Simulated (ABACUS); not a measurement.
Runs of ABACUS 3.10.1 on InP. It takes space group F-43m (No. 216, cubic). The conventional cell has a = 5.861 Å, b = 5.861 Å, c = 5.861 Å, α = 90.00°, β = 90.00°, γ = 90.00°. In (site symmetry -43m) has 4 P at 2.54 Å as nearest neighbours. P (site symmetry -43m) is surrounded by 4 In at 2.54 Å. 

| level | potentials or basis | k mesh | cutoff (eV) | SCF threshold on the density | eigensolver | share of exact exchange | threshold of the auxiliary basis | range of the exchange potential (exx_ccp_rmesh_times) | mesh quality | gap on the mesh (eV) | pressure (GPa) |
| --- | --- | --- | --- | --- | --- | --- | --- | --- | --- | --- | --- |
| PBEsol | PseudoDojo NC SR 0.4.1 PBEsol standard, plane waves | 8 × 8 × 8 | 966 | 1e-08 | dav | - | - | - | not flagged | 0.61 | (a) |
| PBE0-type (share 0.4) | SG15 ONCV 1.2 PBE, DZP LCAO (the cutoffs set its grid) | 4 × 4 × 4 | 1361 | 1e-07 | genelpa | 0.4 | 0.001 | 2.5 | coarse | (b) | - |
| PBE0-type (share 0.1) | SG15 ONCV 1.2 PBE, DZP LCAO (the cutoffs set its grid) | 4 × 4 × 4 | 1361 | 1e-07 | genelpa | 0.1 | 0.001 | 2.5 | coarse | 1.47 | - |
| PBE | SG15 ONCV 1.2 PBE, DZP LCAO (the cutoffs set its grid) | 4 × 4 × 4 | 1361 | 1e-07 | genelpa | - | - | - | coarse | 0.92 | 4.6 |
| PBE0-type (share 0.25) | SG15 ONCV 1.2 PBE, DZP LCAO (the cutoffs set its grid) | 4 × 4 × 4 | 1361 | 1e-07 | genelpa | 0.25 | 0.001 | 2.5 | coarse | 2.32 | - |

Alike in all rows: task single point; no spin polarisation; cell as given; smearing fermi-dirac 0.05 eV.

**Question.** Estimate the missing entries.

**Answer.** (a) 0.7; (b) 3.22.

Caveats: some runs use coarse meshes; spin-orbit coupling is left out, which moves the levels of the heavy elements; the atomic orbitals were generated for these runs and aren't a published set (some runs); the basis of atomic orbitals isn't converged, which shifts pressures, moduli and gaps (some runs); gaps of hybrids in this basis differ from plane-wave ones by up to 0.1 eV (some runs); the potentials were made for another functional, which shifts forces and pressure (some runs).

A k mesh can miss the band edges, and the runs leave out spin-orbit coupling on In.
